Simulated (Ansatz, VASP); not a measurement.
Two plane-wave programs on Ge

```
Ge
1.0
    -1.60842    1.60842    1.87318
     1.60842   -1.60842    1.87318
     1.60842    1.60842   -1.87318
Ge
1
Direct
  0.50000 0.50000 0.00000
```

The cell was built by a generator and needn't be a form met in nature.

Alike in both runs: task single point; functional PBE; k mesh 12 × 12 × 12; occupations gaussian, width 0.024 eV; no spin polarisation.

```csv
,VASP,Ansatz
version,VASP 6.6.1,Ansatz 0.2.0
potentials or method,"VASP PAW PBE potentials, release 64 (Ge_d)",Ansatz PAW
plane-wave cutoff (eV),520,420
valence electrons in the cell,14,14
```

|  | VASP | Ansatz | Ansatz less VASP |
| --- | --- | --- | --- |
| gap on the k mesh at the Fermi level (eV) | none | none | - |
| pressure (GPa) | 0.7 | 0.8 | +0.10 |
| largest component of the traceless stress (GPa) | 0.64 | 0.64 | -0.002 |

A gap of «none» marks a metal or a gap that the smearing closes.
